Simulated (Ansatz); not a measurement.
Here is an Ansatz 0.2.0 calculation.

Contents of input.yaml:

```yaml
crystal:
  lattice:
    - [1.816178, -2.117624, 0.0]
    - [1.816178, 2.117624, 0.0]
    - [0.0, 0.0, 3.803934]
  atoms:
    - { symbol: Ti, position: [0.5, 0.5, 0.0] }
    - { symbol: Si, position: [0.0, 0.0, 0.5] }
hamiltonian:
  xc: hf
  pseudopotentials: { kind: paw }
kpoints:
  mp_grid: { grid: [5, 5, 4] }
scf:
  occupations: { method: fermi_dirac, width: 0.05 }
output:
  forces: true
  stress: true
  eigenvalues: true
```

Potentials or basis: Ansatz PAW.

Command:

```sh
$ ansatz run input.yaml --threads 2 --pin off --max-ram 5632MiB --backend cpu --events-out ev --progress --plain --runs-dir out
```

(1) Predict the pressure.

(2) Predict the band gap on the k mesh.

Results:

(1) 11.5 GPa.

(2) none (metal or under the smearing width).

Caveat: the k mesh is coarse (spacing up to 0.46 Å⁻¹), so the values aren't converged, least of all with exact exchange; the PAW data sets come from PBE, with cores solved anew for the run's functional, which leaves a small shift of forces and pressure; the thresholds are loose for stress.
